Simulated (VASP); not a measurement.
GaN:

```
Ga N
1.0
     0.00000    2.25350    2.25350
     2.25350    0.00000    2.25350
     2.25350    2.25350    0.00000
Ga N
1 1
Direct
  0.00000 0.00000 0.00000
  0.25000 0.25000 0.25000
```

The cell is a database's computed one.

Base run:

| Quantity | Value |
| --- | --- |
| Program | VASP 6.6.1 |
| Functional | LDA |
| Potentials or basis | VASP PAW LDA potentials, release 64 (Ga_d, N) |
| Cutoff | 520 eV |
| k mesh | 10 × 10 × 10 |
| Occupations | gaussian, width 0.02 eV |
| Spin | no spin polarisation |

Its results: band gap on the k mesh 1.75 eV, direct; pressure -5.5 GPa.

Q: The run is repeated on the same cell with these changes: functional from LDA to PBEsol; potentials or basis from VASP PAW LDA potentials, release 64 (Ga_d, N) to VASP PAW PBE potentials, release 64 (Ga_d, N). What comes out?

A: Band gap on the k mesh 1.68 eV, direct; pressure -1.3 GPa.

Caveats: the PAW data sets were made with another functional, which shifts forces and pressure a little (some runs).

Not every run made on this cell is shown here.
